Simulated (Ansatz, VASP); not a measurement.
SiC in VASP and in Ansatz

```
Si C
1.0
     0.00000    2.01320    2.01320
     2.01320    0.00000    2.01320
     2.01320    2.01320    0.00000
Si C
1 1
Direct
  0.00000 0.00000 0.00000
  0.50000 0.50000 0.50000
```

The cell was built by a generator and needn't be a form met in nature.

Alike in both runs: functional r2SCAN; k mesh 18 × 18 × 18; occupations gaussian, width 0.1 eV; no spin polarisation.

Ansatz relaxed the structure, and its values are those at the end. VASP's run is a single point on that final structure, the one shown.

```csv
,VASP,Ansatz
version,VASP 6.6.1,Ansatz 0.2.0
potentials or method,"VASP PAW PBE potentials, release 64 (Si, C)","scalar-relativistic, plane waves, PAW"
plane-wave cutoff (eV),520,500
valence electrons in the cell,8,8
```

Ansatz gave:

```
gap on the k mesh at the Fermi level (eV) : none
pressure (GPa)                            : 0.0
```

**Question.** Which values does VASP return?

**Answer.** gap on the k mesh at the Fermi level (eV): none; pressure (GPa): 0.3.

A gap of «none» marks a metal or a gap that the smearing closes.

Caveats: the PAW data sets were made with another functional, which shifts forces and pressure a little (VASP).
